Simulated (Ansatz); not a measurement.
# Al3Ni2: straining the crystal, biaxial strain in the a-b plane

An exercise on one series of results from a longer session: the logs are not shown, and one member is left open.

Method: DFT PBEsol, scalar-relativistic, plane waves, PAW, in Ansatz 0.2.0.

2 further runs of the same task are left out: 2 set aside as unsound or not needed.

## The starting structure

The structure is trigonal, space group P-3m1 (No. 164). Conventional cell: a = 4.003 Å, b = 4.003 Å, c = 4.859 Å, α = 90.00°, β = 90.00°, γ = 120.00°. Al (site symmetry -3m) has 6 Ni at 2.42 Å as nearest neighbours. Al (site symmetry 3m) has 5 Ni at 2.42 to 2.52 Å and 3 Al at 2.72 Å as nearest neighbours. Ni (site symmetry 3m) has 8 Al at 2.42 to 2.52 Å and 3 Ni at 2.71 Å as nearest neighbours.

Coordinates:

```cif
data_structure
_symmetry_space_group_name_H-M 'P 1'
_symmetry_Int_Tables_number 1
_cell_length_a 4.0031
_cell_length_b 4.0031
_cell_length_c 4.8595
_cell_angle_alpha 90.000
_cell_angle_beta 90.000
_cell_angle_gamma 120.000
_cell_volume 67.44
loop_
_atom_site_label
_atom_site_type_symbol
_atom_site_fract_x
_atom_site_fract_y
_atom_site_fract_z
_atom_site_occupancy
Al1 Al 0.00000 0.00000 0.00000 1
Al2 Al 0.33333 0.66667 0.64778 1
Al3 Al 0.66667 0.33333 0.35222 1
Ni1 Ni 0.33333 0.66667 0.14557 1
Ni2 Ni 0.66667 0.33333 0.85443 1
```

It goes back to an entry of the Materials Project, which need not be the stable form.

It is the result of an earlier relaxation at this level (volume 13.49 Å³/atom; gap on the mesh: none (metal)).

The unstrained cell was computed beforehand with the same settings: E(σ→0) = -13186.6970 eV for 5 atoms, gap none (metal).

The first run:

input.yaml

```yaml
crystal:
  lattice:
    - [3.9631082483, 0.0, 0.0]
    - [-1.9815541242, 3.432152421, 0.0]
    - [0.0, 0.0, 4.8886214015]
  atoms:
    - { symbol: Al, position: [0.0, 0.0, 0.0] }
    - { symbol: Al, position: [0.3333333333, 0.6666666667, 0.6477829058] }
    - { symbol: Al, position: [0.6666666667, 0.3333333333, 0.3522170942] }
    - { symbol: Ni, position: [0.3333333333, 0.6666666667, 0.1455709069] }
    - { symbol: Ni, position: [0.6666666667, 0.3333333333, 0.8544290931] }
basis:
  ecutwfc: 420
kpoints:
  mp_grid: { grid: [12, 12, 8] }
hamiltonian:
  xc: pbesol
scf:
  occupations: { method: gaussian, width: 0.1 }
output:
  forces: true
  stress: true
  eigenvalues: true
relax:
  adjacent_minimum: "off"
  f_tol: 0.008
  max_steps: 40
  cell: { stress_tol: 0.015, fix: [a, b, gamma] }
```

Run with:

```sh
$ ansatz run input.yaml --threads 1 --pin off --max-ram 2560MiB --backend cpu --events-out ev --progress --plain --runs-dir out
```

Among the steps run: The cell strained by -1.0 %; At +1.0 %; At -2.0 %; The cell strained by +2.0 %; Strain -3.0 %; The cell strained by +3.0 %.

One table of the session follows, with a row left open; its other results are not shown here.

It belongs to the step «Energy and stress against strain (a metal throughout)». Lengths are those of the vectors of the cell that was run; stresses in GPa:

```
strain (%)  ΔE (meV/atom)  a (Å)  b (Å)  c (Å)
      -3.0           26.6  3.883  3.883  4.933
      -2.0           11.7  3.923  3.923  4.904
      -1.0              ?      ?      ?      ?
      +0.0            0.0  4.003  4.003  4.859
      +1.0            2.7  4.043  4.043  4.841
      +2.0           10.7  4.083  4.083  4.825
      +3.0           23.5  4.123  4.123  4.810
```

**Question.** Estimate the row for strain (%) = -1.0.

Worked estimate for «ΔE (meV/atom)». A straight line through the neighbours (-2.0, 11.7) and (0.0, 0.0) gives 11.7 + (0.0 − 11.7) × (-1.0 + 2.0) / (0.0 + 2.0) = 5.8; a parabola fitted to 4 rows on both sides gives 2.9.

As computed: ΔE (meV/atom): 2.9; a (Å): 3.963; b (Å): 3.963; c (Å): 4.880. In «ΔE (meV/atom)» the line misses by +2.9 and the parabola by 0.0.

ΔE is over the unstrained cell. Stress in GPa, positive in compression, on the Cartesian axes of the input. 

Limits of these values: The final runs have no spin polarisation, so no magnetic state was tried and one may lie lower.
